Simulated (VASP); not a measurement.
# ZnO (zincite) (P6_3mc) in VASP: notebook

Aim: see how the results for ZnO (zincite) move with the level of theory and the settings. Levels: AM05, PBE, RPBE. Tasks: relaxation of cell and atoms.

Everything below comes from runs of VASP 6.6.1. Logs are shortened: lines on timing, memory, paths and dates and some standing lists are left out, and cuts for length are marked.

**1. Starting point**

It takes space group P6_3mc (No. 186, hexagonal). The conventional cell has a = 3.243 Å, b = 3.243 Å, c = 5.227 Å, α = 90.00°, β = 90.00°, γ = 120.00°. Around Zn (site symmetry 3m) lie 4 O at 1.98 Å. Around O (site symmetry 3m) lie 4 Zn at 1.98 Å.

**2. Relaxation of cell and atoms, AM05**

The input, INCAR:

```
PREC = Accurate
ENCUT = 600
EDIFF = 1E-7
ISMEAR = 0
SIGMA = 0.03
LREAL = False
LASPH = True
NELM = 80
ALGO = Normal
ISIF = 3
LWAVE = False
LCHARG = False
GGA = AM
IBRION = 2
NSW = 90
EDIFFG = -0.005
```

The input, KPOINTS:

```
regular mesh
0
Gamma
  9 9 5
```

The input, POSCAR:

```
ZnO                                     
1.0
    3.2429723548      0.0000000000     -0.0000000000
   -1.6214861774      2.8084964430      0.0000000000
    0.0000000000      0.0000000000      5.2271738557
  Zn              O             
     2     2
Direct
     0.3333333332999970    0.6666666667000030    0.4996922335709584
     0.6666666667000030    0.3333333332999970    0.9996922335709586
     0.6666666667000030    0.3333333332999970    0.3793177664290425
     0.3333333332999970    0.6666666667000030    0.8793177664290424
```

Potentials or basis: VASP PAW PBE potentials, release 64 (Zn, O).

Launch:

```sh
> cat potpaw_PBE.64/Zn/POTCAR potpaw_PBE.64/O/POTCAR > POTCAR
> mpirun -np 1 vasp_std > vasp.out
```

OUTCAR:

```text
PREC = Accurate
   ENCUT = 600
   EDIFF = 1E-7
   ISMEAR = 0
   LREAL = False
   LASPH = True
   NELM = 80
   ISIF = 3
   GGA = AM
   IBRION = 2
   NSW = 90
   EDIFFG = -0.005

 ion  position               nearest neighbor table
   1  0.333  0.667  0.500-   3 1.98   3 1.98   3 1.98   4 1.98
   2  0.667  0.333  1.000-   4 1.98   4 1.98   4 1.98   3 1.98
   3  0.667  0.333  0.379-   1 1.98   1 1.98   1 1.98   2 1.98
   4  0.333  0.667  0.879-   2 1.98   2 1.98   2 1.98   1 1.98

  LATTYP: Found a hexagonal cell.
 ALAT       =     3.2429723548
 C/A-ratio  =     1.6118465666

  Lattice vectors:

 A1 = (   3.2429723548,   0.0000000000,   0.0000000000)
 A2 = (  -1.6214861774,   2.8084964430,   0.0000000000)
 A3 = (   0.0000000000,   0.0000000000,   5.2271738557)

Analysis of symmetry for initial positions (statically):
=====================================================================
 Subroutine PRICEL returns:
 Original cell was already a primitive cell.

 Routine SETGRP: Setting up the symmetry group for a
 hexagonal supercell.

 Subroutine GETGRP returns: Found 12 space group operations
 (whereof  6 operations were pure point group operations)
 out of a pool of 24 trial point group operations.

The static configuration has the point symmetry C_3v.
 The point group associated with its full space group is C_6v.

Analysis of symmetry for dynamics (positions and initial velocities):
=====================================================================
 Subroutine PRICEL returns:
 Original cell was already a primitive cell.

 Routine SETGRP: Setting up the symmetry group for a
 hexagonal supercell.

 Subroutine GETGRP returns: Found 12 space group operations
 (whereof  6 operations were pure point group operations)
 out of a pool of 24 trial point group operations.

The dynamic configuration has the point symmetry C_3v.
 The point group associated with its full space group is C_6v.

 Subroutine INISYM returns: Found 12 space group operations
 (whereof  6 operations are pure point group operations),
 and found     1 'primitive' translations

----------------------------------------------------------------------------------------

                                     Primitive cell

  volume of cell :      47.6085

  direct lattice vectors                    reciprocal lattice vectors
     3.242972355  0.000000000  0.000000000     0.308359089  0.178031203  0.000000000
    -1.621486177  2.808496443  0.000000000     0.000000000  0.356062406  0.000000000
     0.000000000  0.000000000  5.227173856     0.000000000  0.000000000  0.191307966

  length of vectors
     3.242972355  3.242972355  5.227173856     0.356062406  0.356062406  0.191307966

  position of ions in fractional coordinates (direct lattice)
     0.333333333  0.666666667  0.499692234
     0.666666667  0.333333333  0.999692234
     0.666666667  0.333333333  0.379317766
     0.333333333  0.666666667  0.879317766

  ion indices of the primitive-cell ions
   primitive index   ion index
                 1           1
                 2           2
                 3           3
                 4           4

----------------------------------------------------------------------------------------

 KPOINTS: regular mesh

Automatic generation of k-mesh.
 Grid dimensions read from file:
 generate k-points for:    9    9    5

 Generating k-lattice:

  Cartesian coordinates                     Fractional coordinates (reciprocal lattice)
     0.034262121  0.019781245  0.000000000     0.111111111 -0.000000000  0.000000000
     0.000000000  0.039562490  0.000000000     0.000000000  0.111111111  0.000000000
     0.000000000  0.000000000  0.038261593     0.000000000  0.000000000  0.200000000

  Length of vectors
     0.039562490  0.039562490  0.038261593

  Shift w.r.t. Gamma in fractional coordinates (k-lattice)
     0.000000000  0.000000000  0.000000000

 Subroutine IBZKPT returns following result:
 ===========================================

 Found     36 irreducible k-points:

 Following reciprocal coordinates:
            Coordinates               Weight
  0.000000  0.000000  0.000000      1.000000
  0.111111  0.000000  0.000000      6.000000
  0.222222 -0.000000  0.000000      6.000000
  0.333333 -0.000000  0.000000      6.000000
  0.444444 -0.000000  0.000000      6.000000
  0.111111  0.111111  0.000000      6.000000
[... 16 lines left out ...]
  0.333333  0.222222  0.200000     24.000000
  0.333333  0.333333  0.200000      4.000000
 [... further k-points ...]
   k-points           NKPTS =     36   k-points in BZ     NKDIM =     36   number of bands    NBANDS=     22
   number of dos      NEDOS =    301   number of ions     NIONS =      4
   total plane-waves  NPLWV =  32928
   dimension x,y,z NGX =    28 NGY =   28 NGZ =   42
   dimension x,y,z NGXF=    56 NGYF=   56 NGZF=   84
   ions per type =               2   2
   NGX,Y,Z   is equivalent  to a cutoff of  14.35, 14.35, 13.36 a.u.
   NGXF,Y,Z  is equivalent  to a cutoff of  28.71, 28.71, 26.72 a.u.
 SYSTEM =  unknown system
   PREC   = accura    normal or accurate (medium, high low for compatibility)
   ISTART =      0    job   : 0-new  1-cont  2-samecut
   ICHARG =      2    charge: 1-file 2-atom 10-const
   ISPIN  =      1    spin polarized calculation?
   LNONCOLLINEAR =      F non collinear calculations
   LSORBIT =      F    spin-orbit coupling
   LASPH  =      T    aspherical Exc in radial PAW
   ENCUT  =  600.0 eV  44.10 Ry    6.64 a.u.   6.48  6.48 10.44*2*pi/ulx,y,z
   NELM   =     80;   NELMIN=  2; NELMDL= -5     # of ELM steps
   EDIFF  = 0.1E-06   stopping-criterion for ELM
   LREAL  =      F    real-space projection
   EDIFFG = -.5E-02   stopping-criterion for IOM
   NSW    =     90    number of steps for IOM
   IBRION =      2    ionic relax: 0-MD 1-quasi-New 2-CG
   NFREE  =      1    steps in history (QN), initial steepest desc. (CG)
   ISIF   =      3    stress and relaxation
   ISYM   =      2    0-nonsym 1-usesym 2-fastsym
   POTIM  = 0.5000    time-step for ionic-motion
   TEBEG  =    0.0;   TEEND  =   0.0 temperature during run
   PSTRESS=    0.0 pullay stress
   NELECT =      36.0000    total number of electrons
   NUPDOWN=      -1.0000    fix difference up-down
   EMIN   =  10.00;   EMAX   =-10.00  energy-range for DOS
   EFERMI =   0.00;   METHOD = LEGACY
   ISMEAR =     0;   SIGMA  =   0.03  broadening in eV -4-tet -1-fermi 0-gaus
   EFERMI_NEDOS =   21; number of points for ismear=-14 and -15
   IALGO  =     38    algorithm
   IMIX   =      4    mixing-type and parameters
     AMIX     =   0.40;   BMIX     =  1.00
     AMIX_MAG =   1.60;   BMIX_MAG =  1.00
  volume/ion in A,a.u.               =      11.90        80.32
  Fermi-wavevector in a.u.,A,eV,Ry     =   1.491469  2.818468 30.265896  2.224481
  Thomas-Fermi vector in A             =   2.604120
   LORBIT       =      0    0 simple, 1 ext, 2 COOP (PROOUT), +10 PAW based schemes
   GGA     = AM    functional components
   LHFCALC =     F    Hartree Fock is set to
   AEXX    =    0.0000 exact exchange contribution
   IVDW    =     0    specifies the selected vdW correction
   LEPSILON=     F    determine dielectric tensor
   LRPA    =     F    only Hartree local field effects (RPA)
 conjugate gradient relaxation of ions
 non-spin polarized calculation
 Gauss-broadening in eV      SIGMA  =   0.03
  energy-cutoff  :      600.00
  volume of cell :       47.61
 maximum number of plane-waves:      1623
 NGX is ok and might be reduce to    28
   NGX = 13   NGY = 13   NGZ = 21

--------------------------------------- Ionic step        1  -------------------------------------------

 number of electron      36.0000010 magnetization

 Free energy of the ion-electron system (eV)
  ---------------------------------------------------
  ext. energy  EPLUGINS =         0.00000000
  ---------------------------------------------------
  free energy    TOTEN  =       -18.60502000 eV

  energy without entropy =      -18.60502000  energy(sigma->0) =      -18.60502000

------------------------ aborting loop because EDIFF is reached ----------------------------------------

  FORCE on cell =-STRESS in cart. coord.  units (eV):
  Direction    XX          YY          ZZ          XY          YZ          ZX
  --------------------------------------------------------------------------------------
  -------------------------------------------------------------------------------------
  Total        0.0261903      0.0261903      0.0286767      0.0000000     -0.0000000      0.0000000
  in kB        0.8813871      0.8813871      0.9650616      0.0000000     -0.0000000      0.0000000
  external PRESSURE =       0.9092786 kB  Pullay stress =       0.0000000 kB
[... 175 lines left out ...]
  energy  without entropy=      -18.6050280027  energy(sigma->0) =      -18.60502800

--------------------------------------- Ionic step        6  -------------------------------------------

 number of electron      36.0000010 magnetization

 Free energy of the ion-electron system (eV)
  ---------------------------------------------------
  ext. energy  EPLUGINS =         0.00000000
  ---------------------------------------------------
  free energy    TOTEN  =       -18.60503505 eV

  energy without entropy =      -18.60503505  energy(sigma->0) =      -18.60503505

 E-fermi :   1.2633     XC(G=0): -11.0365

 val. band max:        1.1153365022   @ k =   0.0000   0.0000   0.0000
 cond. band min:       1.9137936651   @ k =   0.0000   0.0000   0.0000
 fundamental gap:      0.7984571629
 Fermi energy:         1.2632735050

 k-point     1 :       0.0000    0.0000    0.0000
  band No.  band energies     occupation
      1     -16.8588      2.00000
      2     -16.1181      2.00000
      3      -4.6157      2.00000
      4      -4.6157      2.00000
      5      -4.5668      2.00000
      6      -4.5662      2.00000
[... 574 lines left out ...]
      6      -4.0597      2.00000
[... 14 lines left out ...]
     21       8.8373      0.00000
     22       9.2190      0.00000

 [... further k-points ...]

------------------------ aborting loop because EDIFF is reached ----------------------------------------

  FORCE on cell =-STRESS in cart. coord.  units (eV):
  Direction    XX          YY          ZZ          XY          YZ          ZX
  --------------------------------------------------------------------------------------
  -------------------------------------------------------------------------------------
  Total       -0.0094168     -0.0094168      0.0088056      0.0000000      0.0000000      0.0000000
  in kB       -0.3167697     -0.3167697      0.2962103      0.0000000      0.0000000      0.0000000
  external PRESSURE =      -0.1124431 kB  Pullay stress =       0.0000000 kB
[... 19 lines left out ...]
  FREE ENERGIE OF THE ION-ELECTRON SYSTEM (eV)
  ---------------------------------------------------
  free  energy   TOTEN  =       -18.6050350464 eV

  energy  without entropy=      -18.6050350464  energy(sigma->0) =      -18.60503505

 reached required accuracy - stopping structural energy minimisation
```

It took 76 s on 1 thread of Intel Xeon 6975P-C (Granite Rapids), shared host; peak memory 0.2 GiB.

What came out:

```
Free energy                            : -18.6050 eV
Relaxed volume                         : 11.91 Å³/atom
Relaxed cell                           : a = 3.243 Å, b = 3.243 Å, c = 5.228 Å, α = 90.00°, β = 90.00°, γ = 120.00°
Space group after relaxing (to 0.05 Å) : P6_3mc (No. 186)
Energy gained by relaxing              : 0.0 meV/atom
Ionic steps                            : 6
Pressure after relaxing                : 0.0 GPa
Band gap on the k mesh                 : 0.80 eV, direct
```

Forces on the atoms (eV/Å):
```
Zn   0.000  0.000  0.003
Zn   0.000  0.000  0.003
O    0.000  0.000 -0.003
O    0.000  0.000 -0.003
```

Final structure:
```
Zn O
1.0
     3.24327    0.00000    0.00000
    -1.62164    2.80875    0.00000
     0.00000    0.00000    5.22844
Zn O
2 2
Direct
  0.33333 0.66667 0.49979
  0.66667 0.33333 0.99979
  0.66667 0.33333 0.37922
  0.33333 0.66667 0.87922
```

Levels at points of the mesh, in eV from the valence-band top:
| k point | band 14 | band 15 | band 16 | band 17 | band 18 | band 19 | band 20 | band 21 | band 22 |
| --- | --- | --- | --- | --- | --- | --- | --- | --- | --- |
| (0.00, 0.00, 0.00) | -0.80 | -0.80 | -0.09 | 0.00 | 0.00 | 0.80 | 5.20 | 8.17 | 12.82 |

Caveat: the PAW data sets were made with another functional, which shifts forces and pressure a little.

**3. Relaxation of cell and atoms, PBE**

The input, INCAR:

```
SYSTEM = ZnO
  ALGO = Normal
  EDIFF = 1E-6
  EDIFFG = -0.01
  ENCUT = 600
  GGA = PE
  IBRION = 2
  ISIF = 3
  ISMEAR = 0
  KPAR = 2
  LASPH = .True.
  LCHARG = .False.
  LREAL = .False.
  LWAVE = .False.
  NELM = 80
  NSW = 90
  PREC = Accurate
  SIGMA = 0.03
```

The input, KPOINTS:

```
k-points
0
Gamma
  9 9 5
  0 0 0
```

The input, POSCAR:

```
ZnO
1.0
    3.2493080000      0.0000000000      0.0000000000
   -1.6246540000      2.8139832727      0.0000000000
    0.0000000000      0.0000000000      5.2057090000
Zn O
2 2
Direct
    0.3333333333      0.6666666667      0.5000000000
    0.6666666667      0.3333333333      0.0000000000
    0.6666666667      0.3333333333      0.3790100000
    0.3333333333      0.6666666667      0.8790100000
```

Potentials or basis: VASP PAW PBE potentials, release 64 (Zn, O).

Launch:

```sh
> cat potpaw_PBE.64/Zn/POTCAR potpaw_PBE.64/O/POTCAR > POTCAR
> mpirun -np 2 vasp_std > vasp.out
```

Run time: 2.2 min. Hardware: 2 MPI ranks of Intel Xeon Platinum 8488C (Sapphire Rapids), shared host; peak memory 0.19 GiB.

It converged, with:

| Quantity | Value |
| --- | --- |
| Free energy | -17.8620 eV |
| Relaxed volume | 12.39 Å³/atom |
| Relaxed cell | a = 3.286 Å, b = 3.286 Å, c = 5.300 Å, α = 90.00°, β = 90.00°, γ = 120.00° |
| Space group after relaxing (to 0.05 Å) | P6_3mc (No. 186) |
| Energy gained by relaxing | 8.9 meV/atom |
| Ionic steps | 14 |
| Pressure after relaxing | 0.1 GPa |
| Band gap on the k mesh | 0.72 eV, direct |

Forces on the atoms (eV/Å):
```
Zn   0.000  0.000  0.003
Zn   0.000  0.000  0.003
O    0.000  0.000 -0.003
O    0.000  0.000 -0.003
```

The path:
```tsv
step	energy change (eV)	largest force (eV/Å)	pressure (GPa)	volume (Å³)
1	0.0000	0.0741	5.83	47.60
2	-0.0270	0.0268	-2.61	50.64
3	-0.0357	0.0011	-0.01	49.59
4	-0.0357	0.0022	-0.06	49.63
5	-0.0357	0.0108	-0.01	49.62
6	-0.0357	0.0152	-0.10	49.62
7	-0.0358	0.0116	-0.01	49.57
8	-0.0357	0.0100	0.08	49.54
9	-0.0357	0.0103	0.14	49.54
10	-0.0358	0.0109	0.11	49.56
11	-0.0358	0.0125	0.00	49.56
12	-0.0358	0.0103	0.12	49.56
13	-0.0358	0.0121	0.06	49.56
14	-0.0358	0.0025	0.06	49.57
```

Final structure:
```xyz
4
Lattice="3.2864 0.0000 0.0000 -1.6432 2.8461 0.0000 0.0000 0.0000 5.2998" Properties=species:S:1:pos:R:3 pbc="T T T"
Zn    0.0000    1.8974    2.6489
Zn    1.6432    0.9487    5.2988
O     1.6432    0.9487    2.0097
O     0.0000    1.8974    4.6596
```

Levels at points of the mesh, in eV from the valence-band top:
```csv
k point,band 14,band 15,band 16,band 17,band 18,band 19,band 20,band 21,band 22
"(0.00, 0.00, 0.00)",-0.75,-0.75,-0.08,0.00,0.00,0.72,5.07,8.06,12.69
```

As with any semilocal functional, this PBE gap is likely too small. PBE usually gives volumes a little too large and moduli too small.

**4. Relaxation of cell and atoms, PBE**

This run uses another cell than the first one, of 12.39 Å³/atom, 1.041 times its volume.

Edit INCAR of step 3 so:

```diff
@@ -2,4 +2,4 @@
   ALGO = Normal
-  EDIFF = 1E-6
-  EDIFFG = -0.01
+  EDIFF = 1E-7
+  EDIFFG = -0.005
   ENCUT = 600
```

KPOINTS is that of step 3.

The input, POSCAR:

```
ZnO                                     
1.0
    3.2863600052      0.0000000000      0.0000000000
   -1.6431800026      2.8460712504     -0.0000000000
    0.0000000000      0.0000000000      5.2998172762
  Zn              O             
     2     2
Direct
     0.3333333332999970    0.6666666667000030    0.4998171833004474
     0.6666666667000030    0.3333333332999970    0.9998171833004476
     0.6666666667000030    0.3333333332999970    0.3791928166995536
     0.3333333332999970    0.6666666667000030    0.8791928166995534
```

Launch:

```sh
> cat potpaw_PBE.64/Zn/POTCAR potpaw_PBE.64/O/POTCAR > POTCAR
> mpirun -np 2 vasp_std > vasp.out
```

Run time: 45 s. Hardware: 2 MPI ranks of Intel Xeon Platinum 8488C (Sapphire Rapids), shared host; peak memory 0.19 GiB.

It converged, with:

- Free energy: -17.8656 eV
- Relaxed volume: 12.39 Å³/atom
- Relaxed cell: a = 3.287 Å, b = 3.287 Å, c = 5.300 Å, α = 90.00°, β = 90.00°, γ = 120.00°
- Space group after relaxing (to 0.05 Å): P6_3mc (No. 186)
- Energy gained by relaxing: 0.0 meV/atom
- Ionic steps: 3
- Pressure after relaxing: 0.0 GPa
- Band gap on the k mesh: 0.72 eV, direct

Forces in eV/Å, atoms in the order of the input:
```
Zn   0.000  0.000  0.003
Zn   0.000  0.000  0.003
O    0.000  0.000 -0.003
O    0.000  0.000 -0.003
```

Final structure:
```xyz
4
Lattice="3.2865 0.0000 0.0000 -1.6433 2.8462 0.0000 0.0000 0.0000 5.3004" Properties=species:S:1:pos:R:3 pbc="T T T"
Zn    0.0000    1.8975    2.6493
Zn    1.6433    0.9487    5.2995
O     1.6433    0.9487    2.0098
O     0.0000    1.8975    4.6600
```

Levels at points of the mesh, in eV from the valence-band top:
| k point | band 16 | band 17 | band 18 | band 19 | band 20 | band 21 |
| --- | --- | --- | --- | --- | --- | --- |
| (0.00, 0.00, 0.00) | -0.08 | 0.00 | 0.00 | 0.72 | 5.07 | 8.06 |

(Part 1 of 2 ends here.)
